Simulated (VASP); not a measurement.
A run of VASP 6.6.1 is set up as follows.

The input INCAR:

```
SYSTEM = WC
PREC = Accurate
ENCUT = 600
EDIFF = 1E-6
ISMEAR = 0
SIGMA = 0.1
LREAL = .False.
LASPH = .True.
NELM = 100
ALGO = Fast
ISIF = 3
LWAVE = .False.
LCHARG = .False.
GGA = PS
IBRION = 2
NSW = 100
EDIFFG = -0.005
```

File KPOINTS:

```
Automatic mesh
0
Gamma
  18 18 14
  0 0 0
```

The input POSCAR:

```
WC
1.0
    2.9165944337      0.0000000000      0.0000000000
   -1.4582972168      2.5258448721      0.0000000000
    0.0000000000      0.0000000000      2.8394357900
W C
1 1
Direct
    0.0000000000      0.0000000000      0.0000000000
    0.6666666700      0.3333333300      0.5000000000
```

Potentials or basis: VASP PAW PBE potentials, release 64 (W_sv, C).

Run with:

```bash
$ cat potpaw_PBE.64/W_sv/POTCAR potpaw_PBE.64/C/POTCAR > POTCAR
$ mpirun -np 1 vasp_std > vasp.out
```

(1) Estimate the relaxed volume.

(2) Predict the relaxed cell.

(3) Estimate the band gap on the k mesh.

(4) Predict the space group after relaxing (to 0.05 Å).

Results:

(1) 10.31 Å³/atom.

(2) a = 2.901 Å, b = 2.901 Å, c = 2.831 Å, α = 90.00°, β = 90.00°, γ = 120.00°.

(3) none (metal or under the smearing width).

(4) P-6m2 (No. 187).

Caveat: the PAW data sets were made with another functional, which shifts forces and pressure a little.
